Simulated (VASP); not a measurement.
# A VASP 6.6.1 single-point calculation on CdS

INCAR

```
LREAL = .FALSE.
LWAVE = .FALSE.
GGA = PE
ENCUT = 600
EDIFF = 1E-7
ISMEAR = -1
NSW = 0
ISIF = 2
LASPH = .TRUE.
PREC = Accurate
IBRION = -1
LCHARG = .FALSE.
NELM = 50
NBANDS = 16
SIGMA = 0.02
```

KPOINTS

```
KPOINTS created by Atomic Simulation Environment
0
Gamma
8 8 8
0 0 0
```

POSCAR

```
Cd S
 1.0000000000000000
     0.0000000000000000    3.0567834368000000    2.7523563374000002
     3.0567834368000000    0.0000000000000000    2.7523563374000002
     3.0567834368000000    3.0567834368000000    0.0000000000000000
 Cd  S
   1   1
Cartesian
  0.0000000000000000  0.0000000000000000  0.0000000000000000
  1.5283917184000000  1.5283917184000000  1.3761781687000001
```

The recommended PBE PAW datasets give the neutral cell 18 valence electrons.

Command

```
mpirun -np 1 vasp_std
```

**Question.** How does this run end, and what does it give?

**Answer.** It converged. Results: gap between bands v and c on the k mesh 0.89 eV; least direct gap on the k mesh 0.89 eV; pressure 0.6 GPa. Band v is the last that the valence electrons fill when counted band by band, and c is the next.

OSZICAR

```
N       E                     dE             d eps       ncg     rms          rms(c)
DAV:   1     0.120388580190E+03    0.12039E+03   -0.98048E+03  1920   0.115E+03
DAV:   2    -0.167830183188E+01   -0.12207E+03   -0.11461E+03  2304   0.268E+02
DAV:   3    -0.665108730859E+01   -0.49728E+01   -0.49616E+01  2384   0.559E+01
DAV:   4    -0.668293089442E+01   -0.31844E-01   -0.31841E-01  2376   0.441E+00
DAV:   5    -0.668336006876E+01   -0.42917E-03   -0.42917E-03  2440   0.484E-01    0.741E+00
DAV:   6    -0.614386435662E+01    0.53950E+00   -0.86861E-01  2824   0.113E+01    0.605E+00
DAV:   7    -0.612544855602E+01    0.18416E-01   -0.18826E-01  2360   0.298E+00    0.303E+00
DAV:   8    -0.612557612379E+01   -0.12757E-03   -0.16847E-02  2240   0.161E+00    0.276E-01
DAV:   9    -0.612550005884E+01    0.76065E-04   -0.18999E-03  2392   0.621E-01    0.625E-02
DAV:  10    -0.612564143681E+01   -0.14138E-03   -0.24843E-04  2384   0.148E-01    0.721E-02
DAV:  11    -0.612572286251E+01   -0.81426E-04   -0.13715E-04  2264   0.898E-02    0.263E-02
DAV:  12    -0.612571520703E+01    0.76555E-05   -0.22596E-05  2448   0.586E-02    0.933E-03
DAV:  13    -0.612571610938E+01   -0.90235E-06   -0.27805E-06  2280   0.101E-02    0.558E-03
DAV:  14    -0.612571604355E+01    0.65833E-07   -0.22993E-07  2400   0.304E-03
   1 F= -.61257160E+01 E0= -.61257160E+01  d E =-.279308E-10
```

For comparison, a separate PBE run of the intended cell, on usual settings and not on those above, gives a gap of 0.89 eV on its mesh and a pressure of 0.7 GPa.
